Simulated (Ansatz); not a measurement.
# Mg3Sb2 (antiLa2O3): other levels of theory at one geometry

The task here is to estimate one member of a computed series from the others.

Computed with Ansatz 0.2.0 (DFT at several levels, plane waves, PAW, unless a step's input says otherwise).

1 further run of the same task is left out (it didn't finish). Runs told in other sessions of the task aren't counted.

## The structure to begin with

The structure is trigonal, space group P-3m1 (No. 164). The conventional cell has a = 4.596 Å, b = 4.596 Å, c = 7.271 Å, α = 90.00°, β = 90.00°, γ = 120.00°. Around Sb (site symmetry 3m) lie 7 Mg at 2.85 to 3.12 Å. Around Mg (site symmetry -3m) lie 6 Sb at 3.12 Å. Around Mg (site symmetry 3m) lie 4 Sb at 2.85 to 2.96 Å.

Structure file:

```
Sb Mg
1.0
     4.59597    0.00000    0.00000
    -2.29799    3.98023    0.00000
     0.00000    0.00000    7.27120
Sb Mg
2 3
Direct
  0.33333 0.66667 0.22578
  0.66667 0.33333 0.77422
  0.00000 0.00000 0.00000
  0.33333 0.66667 0.63235
  0.66667 0.33333 0.36765
```

This cell comes from an earlier session at PBE: 26.602 Å³/atom at 0.00 GPa, on a 8×8×4 mesh, mesh gap 0.24 eV.

Levels to run: PBE+SOC; r²SCAN; PBEsol; LDA; HSE06. Hardware: 4 threads of Arm Neoverse V2, shared host.

The first run:

File input.yaml:

```yaml
crystal:
  lattice:
    - [4.5959723066, 0.0, 0.0]
    - [-2.2979861533, 3.9802287726, 0.0]
    - [0.0, 0.0, 7.2711983484]
  atoms:
    - { symbol: Sb, position: [0.3333333333, 0.6666666667, 0.2257822869] }
    - { symbol: Sb, position: [0.6666666667, 0.3333333333, 0.7742177131] }
    - { symbol: Mg, position: [0.0, 0.0, 0.0] }
    - { symbol: Mg, position: [0.3333333333, 0.6666666667, 0.6323465914] }
    - { symbol: Mg, position: [0.6666666667, 0.3333333333, 0.3676534086] }
basis:
  ecutwfc: 420
  ecutrho_ratio: 4
kpoints:
  mp_grid: { grid: [8, 8, 4] }
hamiltonian:
  xc: pbe
scf:
  occupations: { method: gaussian, width: 0.05 }
output:
  forces: true
  stress: true
  eigenvalues: true
  populations: true
  dos: { projected: true, de: 0.02 }
  write_density: true
  write_potential: true
  elf: true
  volumetric_format: npy
magnetization:
  noncollinear: true
  spin_orbit: true
```

Launch:

```console
$ ansatz run input.yaml --threads 4 --pin off --max-ram 7168MiB --backend cpu --events-out ev --progress --plain --runs-dir out
```

Among the steps run: PBE+SOC; r²SCAN; PBEsol; LDA; HSE06.

One table of the session follows, with a row left open; its other results are not shown here.

```
  level  gap on the mesh (eV)  pressure (GPa)
    PBE                  0.24             0.0
    LDA                  0.19            -2.8
 PBEsol                  0.25            -1.4
PBE+SOC                  0.13             0.0
 r²SCAN                  0.68            -0.9
  HSE06                     ?               ?
```

**Question.** Estimate the row for HSE06.

As computed: gap on the mesh (eV): 0.68; pressure (GPa): -1.0.

The pressure runs from -2.8 GPa (LDA) to 0.0 GPa (PBE+SOC); a negative pressure means that level wants a smaller cell, a positive one a larger cell. The gap is widest with r²SCAN (0.68 eV) and narrowest with PBE+SOC (0.13 eV). Total energies of different levels have different zeros and can't be compared.

Caveats from the session: Warnings in the runs' records: stress scf threshold loose, stress exchange threshold loose.
